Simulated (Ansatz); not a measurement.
Strain and the gap of MgO (CsCl type)

MgO in the CsCl-type structure, relaxed with r2SCAN in Ansatz 0.2.0. The symmetry is Pm-3m (No. 221, cubic); conventional cell a = 2.623 Å, 9.03 Å³ an atom. Mg has 8 O at 2.27 Å; O has 8 Mg at 2.27 Å.

The axes x, y and z are those of this cell:
```xyz
2
Lattice="2.6233 0.0000 0.0000 0.0000 2.6233 0.0000 0.0000 0.0000 2.6233" Properties=species:S:1:pos:R:3 pbc="T T T"
Mg    0.0000    0.0000    0.0000
O     1.3117    1.3117    1.3117
```

Unstrained: With PBE the valence top lies at M and the conduction bottom at Γ, 2.640 eV higher; the smallest vertical gap, at Γ, is 3.656 eV. With r2SCAN the valence top lies at M and the conduction bottom at Γ, 3.492 eV higher; the smallest vertical gap, at Γ, is 4.546 eV. The HSE06 gap is indirect, 4.196 eV (M to Γ), below the direct gap of 5.293 eV at Γ. Meshes: PBE 10×10×10, r2SCAN 10×10×10, HSE06 6×6×6. Strains are changes of length per length. After each strain the atoms were relaxed again with r2SCAN within the symmetry that the strain leaves, so tilts or polar shifts that break it weren't tested; points keep the names that they have in the unstrained zone. Values at 0 K without nuclear motion; spin polarisation is off, and the phase may be a hypothetical one.

Changes of the least gap in eV (an overlap counts as a negative gap):
```csv
strain,volume change (%),space group,PBE,r2SCAN,HSE06,"energy rise, r2SCAN (meV/atom)"
uniaxial -2.56 % along x,-2.6,P4/mmm,+0.033,+0.044,+0.075,12.1
uniaxial -1.11 % along [111],-1.1,R-3m,+0.105,+0.110,+0.118,0.3
```

Uniaxial -2.56 % along x, other directions held. HSE06: the gap goes from 4.196 to 4.271 eV (+0.075 eV). Stress change with r2SCAN, compression positive: xx +17.08, yy -1.89, zz -1.89 GPa.

Uniaxial -1.11 % along [111], other directions held. HSE06: the gap goes from 4.196 to 4.314 eV (+0.118 eV). Stress change with r2SCAN, compression positive: xx +1.82, yy +1.82, zz +1.82, xy -0.43, xz -0.43, yz -0.43 GPa.

The meshes of the hybrids are coarse, so their gaps aren't converged to the digits shown.
